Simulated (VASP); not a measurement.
Set up this calculation in VASP 6.6.1, as the native input.

```
Task                   : single point
Functional             : PBE
Potentials or basis    : VASP PAW PBE potentials, release 64 (Au)
Cutoff                 : 520 eV
k mesh                 : 16 × 16 × 1
Occupations            : gaussian, width 0.1 eV
Spin                   : no spin polarisation
Dipole correction      : yes
Further INCAR settings : ALGO = Normal; EDIFF = 1e-06; NBANDS = 48
```

The structure of Au lies in POSCAR:

```
Au
1.0
    2.8835814537      0.0000000000      0.0000000000
    0.0000000000      2.8835814537      0.0000000000
    0.0000000000      0.0000000000     27.2340000000
Au
7
Direct
    0.0000000000      0.0000000000      0.2645258395
    0.5000000000      0.5000000000      0.3423559518
    0.0000000000      0.0000000000      0.4211286140
    0.5000000000      0.5000000000      0.4999999995
    0.0000000000      0.0000000000      0.5788713849
    0.5000000000      0.5000000000      0.6576440472
    0.0000000000      0.0000000000      0.7354741630
```

The cell was built by a generator and needn't be a form met in nature.

These files were run (other wordings do the same):

INCAR

```
ALGO     = Normal         # electronic algorithm
DIPOL    = 0.5 0.5 0.500
EDIFF    = 1E-6           # SCF threshold, eV
ENCUT    = 520            # plane-wave cutoff, eV
GGA      = PE             # functional
IDIPOL   = 3            
ISIF     = 2              # what is computed and relaxed
ISMEAR   = 0              # smearing method
LASPH    = True           # aspherical terms in the spheres
LCHARG   = True           # write CHGCAR
LDIPOL   = True         
LELF     = True           # ELF
LREAL    = False          # projectors in reciprocal space
LVACPOTAV= True         
LVHAR    = True         
LWAVE    = False          # write WAVECAR
NBANDS   = 48             # bands
NELM     = 100            # most SCF steps
PREC     = Accurate       # precision mode
SIGMA    = 0.1            # smearing width, eV
```

KPOINTS

```
k-points
0
Gamma
  16 16 1
```

Potentials or basis: VASP PAW PBE potentials, release 64 (Au).

The run is started by

```console
$ cat potpaw_PBE.64/Au/POTCAR > POTCAR
$ mpirun -np 1 vasp_std > vasp.out
```

Results of the run:

| Quantity | Value |
| --- | --- |
| Largest force | 0.011 eV/Å |
| Band gap on the k mesh | none (metal or under the smearing width) |
| Work function of the upper face | 5.10 eV |
| Work function of the lower face | 5.10 eV |

It took 11 min on 1 thread of Intel(R) Xeon(R) Platinum 8488C (Sapphire Rapids), with other jobs on the host, peak memory 0.53 GiB.
